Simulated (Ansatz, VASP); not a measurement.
Mg: VASP beside Ansatz

```
Mg
1.0
     3.19970    0.00000    0.00000
    -1.59985    2.77102    0.00000
     0.00000    0.00000    7.82616
Mg
3
Cartesian
  0.0000 0.0000 0.0000
  0.0000 1.8473 2.6087
  1.5998 0.9237 5.2174
```

Alike in both runs: functional PBE; k mesh 18 × 18 × 6; occupations gaussian, width 0.1 eV; no spin polarisation.

Ansatz relaxed the structure, and its values are those at the end. VASP's run is a single point on that final structure, the one shown.

|  | VASP | Ansatz |
| --- | --- | --- |
| version | VASP 6.6.1 | Ansatz 0.2.0 |
| potentials or method | VASP PAW PBE potentials, release 64 (Mg) | scalar-relativistic, plane waves, PAW |
| plane-wave cutoff (eV) | 520 | 420 |
| valence electrons in the cell | 6 | 30 |

VASP gave:

| Item | Value |
| --- | --- |
| gap on the k mesh at the Fermi level (eV) | none |
| pressure (GPa) | -0.1 |

Estimate Ansatz's values.

gap on the k mesh at the Fermi level (eV): none; pressure (GPa): 0.0.

A gap of «none» marks a metal or a gap that the smearing closes. The two sets of potentials don't hold the same shells in valence.
